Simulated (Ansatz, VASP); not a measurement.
**One calculation of InP, two programs**

Contents of INCAR:

```
SYSTEM = InP
PREC = Accurate
ENCUT = 520
EDIFF = 1E-7
ISMEAR = 0
SIGMA = 0.02
LREAL = Auto
LASPH = .True.
NELM = 100
ALGO = Fast
ISIF = 2
LWAVE = .False.
LCHARG = .True.
GGA = PE
LELF = .True.
LVHAR = .True.
NBANDS = 166
```

Contents of KPOINTS:

```
Automatic mesh
0
Gamma
  2 2 2
  0 0 0
```

File POSCAR:

```
InP
1.0
   -5.9597880289      5.9597880289      5.9597880289
    5.9597880289     -5.9597880289      5.9597880289
    5.9597880289      5.9597880289     -5.9597880289
In P
16 16
Direct
    0.5000000000      0.5000000000      0.0000000000
    0.5000000000      0.7500000000      0.7500000000
    0.5000000000      0.0000000000      0.5000000000
    0.7500000000      0.2500000000      0.0000000000
    0.5000000000      0.2500000000      0.2500000000
    0.7500000000      0.5000000000      0.7500000000
    0.7500000000      0.7500000000      0.5000000000
    0.0000000000      0.0000000000      0.0000000000
    0.7500000000      0.0000000000      0.2500000000
    0.0000000000      0.2500000000      0.7500000000
    0.0000000000      0.5000000000      0.5000000000
    0.2500000000      0.7500000000      0.0000000000
    0.0000000000      0.7500000000      0.2500000000
    0.2500000000      0.0000000000      0.7500000000
    0.2500000000      0.2500000000      0.5000000000
    0.2500000000      0.5000000000      0.2500000000
    0.2500000000      0.5000000000      0.0000000000
    0.2500000000      0.7500000000      0.7500000000
    0.2500000000      0.0000000000      0.5000000000
    0.5000000000      0.2500000000      0.0000000000
    0.2500000000      0.2500000000      0.2500000000
    0.5000000000      0.5000000000      0.7500000000
    0.5000000000      0.7500000000      0.5000000000
    0.7500000000      0.0000000000      0.0000000000
    0.5000000000      0.0000000000      0.2500000000
    0.7500000000      0.2500000000      0.7500000000
    0.7500000000      0.5000000000      0.5000000000
    0.0000000000      0.7500000000      0.0000000000
    0.7500000000      0.7500000000      0.2500000000
    0.0000000000      0.0000000000      0.7500000000
    0.0000000000      0.2500000000      0.5000000000
    0.0000000000      0.5000000000      0.2500000000
```

Input for Ansatz:

```yaml
crystal:
  lattice:
    - [-5.9597880289, 5.9597880289, 5.9597880289]
    - [5.9597880289, -5.9597880289, 5.9597880289]
    - [5.9597880289, 5.9597880289, -5.9597880289]
  atoms:
    - { symbol: In, position: [0.5, 0.5, 0.0] }
    - { symbol: In, position: [0.5, 0.75, 0.75] }
    - { symbol: In, position: [0.5, 0.0, 0.5] }
    - { symbol: In, position: [0.75, 0.25, 0.0] }
    - { symbol: In, position: [0.5, 0.25, 0.25] }
    - { symbol: In, position: [0.75, 0.5, 0.75] }
    - { symbol: In, position: [0.75, 0.75, 0.5] }
    - { symbol: In, position: [0.0, 0.0, 0.0] }
    - { symbol: In, position: [0.75, 0.0, 0.25] }
    - { symbol: In, position: [0.0, 0.25, 0.75] }
    - { symbol: In, position: [0.0, 0.5, 0.5] }
    - { symbol: In, position: [0.25, 0.75, 0.0] }
    - { symbol: In, position: [0.0, 0.75, 0.25] }
    - { symbol: In, position: [0.25, 0.0, 0.75] }
    - { symbol: In, position: [0.25, 0.25, 0.5] }
    - { symbol: In, position: [0.25, 0.5, 0.25] }
    - { symbol: P, position: [0.25, 0.5, 0.0] }
    - { symbol: P, position: [0.25, 0.75, 0.75] }
    - { symbol: P, position: [0.25, 0.0, 0.5] }
    - { symbol: P, position: [0.5, 0.25, 0.0] }
    - { symbol: P, position: [0.25, 0.25, 0.25] }
    - { symbol: P, position: [0.5, 0.5, 0.75] }
    - { symbol: P, position: [0.5, 0.75, 0.5] }
    - { symbol: P, position: [0.75, 0.0, 0.0] }
    - { symbol: P, position: [0.5, 0.0, 0.25] }
    - { symbol: P, position: [0.75, 0.25, 0.75] }
    - { symbol: P, position: [0.75, 0.5, 0.5] }
    - { symbol: P, position: [0.0, 0.75, 0.0] }
    - { symbol: P, position: [0.75, 0.75, 0.25] }
    - { symbol: P, position: [0.0, 0.0, 0.75] }
    - { symbol: P, position: [0.0, 0.25, 0.5] }
    - { symbol: P, position: [0.0, 0.5, 0.25] }
basis:
  ecutwfc: 420
  xc_grid: 2
kpoints:
  mp_grid: { grid: [2, 2, 2], shift: [0.0, 0.0, 0.0] }
hamiltonian:
  xc: pbe
scf:
  occupations: { method: gaussian, width: 0.02 }
output:
  forces: true
  stress: true
  eigenvalues: true
```

Alike in both runs: task single point; functional PBE; k mesh 2 × 2 × 2; occupations gaussian, width 0.02 eV; no spin polarisation.

```csv
,VASP,Ansatz
version,VASP 6.6.1,Ansatz 0.2.0
potentials or method,"VASP PAW PBE potentials, release 64 (In_d, P)","scalar-relativistic, plane waves, PAW"
plane-wave cutoff (eV),520,420
valence electrons in the cell,288,288
```

Ansatz gave:

```
gap on the k mesh at the Fermi level (eV) : 0.44
least direct gap on the mesh (eV)         : 0.44
pressure (GPa)                            : -0.1
```

Question: Which values does VASP return?

Answer: gap on the k mesh at the Fermi level (eV): 0.44; least direct gap on the mesh (eV): 0.44; pressure (GPa): 0.0.

Caveats: spin-orbit coupling is left out, which moves the levels of the heavy elements.
